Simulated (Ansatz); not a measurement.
An input for Ansatz 0.2.0 (Ta2N):

Contents of input.yaml:

```yaml
crystal:
  lattice:
    - [3.112861506, 0.0, 0.0]
    - [-1.556430753, 2.6958171426, 0.0]
    - [0.0, 0.0, 4.869841]
  atoms:
    - { symbol: Ta, position: [0.3333333333, 0.6666666667, 0.254711], spin: 0.5 }
    - { symbol: Ta, position: [0.6666666667, 0.3333333333, 0.745289], spin: -0.5 }
    - { symbol: "N", position: [0.0, 0.0, 0.0] }
hamiltonian:
  xc: blyp
  pseudopotentials: { kind: paw, core: small }
  dispersion: d3bjatm
magnetization:
  spin_polarized: true
kpoints:
  mp_grid: { grid: [10, 10, 6] }
scf:
  occupations: { method: fixed }
output:
  forces: true
  stress: true
  eigenvalues: true
  bader: true
  populations: true
```

Potentials or basis: Ansatz PAW small core.

The run is started by

```sh
$ ansatz run input.yaml --threads 2 --pin off --max-ram 5120MiB --backend cpu --events-out ev --progress --plain --runs-dir out
```

Question: What does the program do with it?

Answer: The run stopped without a result. It printed:

Output:

```text
Error: inconsistent input (scf.occupations.method, magnetization): a σ = 0 step fill (method: fixed, or a smearing width below the step floor) cannot realise an odd electron count (31) without a locked total moment — the per-k integer fill puts the same N_el/2 bands in each spin channel; set magnetization.spin_polarized: true with magnetization.spin_locking.lock_magnetization: hard and an odd magnetization.initial_magnetization (the unpaired electron then fills one channel), or use a smearing method with a finite width, such as fermi_dirac
```
